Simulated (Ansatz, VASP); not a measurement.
**One calculation of Bi, two programs**

```
Bi
1.0
    -1.90072    1.90072    1.90072
     1.90072   -1.90072    1.90072
     1.90072    1.90072   -1.90072
Bi
1
Direct
  0.00000 0.00000 0.00000
```

Alike in both runs: functional PBE; k mesh 8 × 8 × 8; occupations gaussian, width 0.1 eV; no spin polarisation.

Ansatz relaxed the structure, and its values are those at the end. VASP's run is a single point on that final structure, the one shown.

|  | VASP | Ansatz |
| --- | --- | --- |
| version | VASP 6.6.1 | Ansatz 0.2.0 |
| potentials or method | VASP PAW PBE potentials, release 64 (Bi_d) | scalar-relativistic, plane waves, PAW |
| plane-wave cutoff (eV) | 520 | 420 |
| valence electrons in the cell | 15 | 15 |

VASP gave:

| Property | Result |
| --- | --- |
| gap on the k mesh at the Fermi level (eV) | none |
| pressure (GPa) | 10.0 |

Estimate Ansatz's values.

gap on the k mesh at the Fermi level (eV): none; pressure (GPa): 10.1.

A gap of «none» marks a metal or a gap that the smearing closes. With one functional, cell and mesh, what is left measures potentials, basis and numerics.

Caveats: spin-orbit coupling is left out, which moves the levels of the heavy elements.
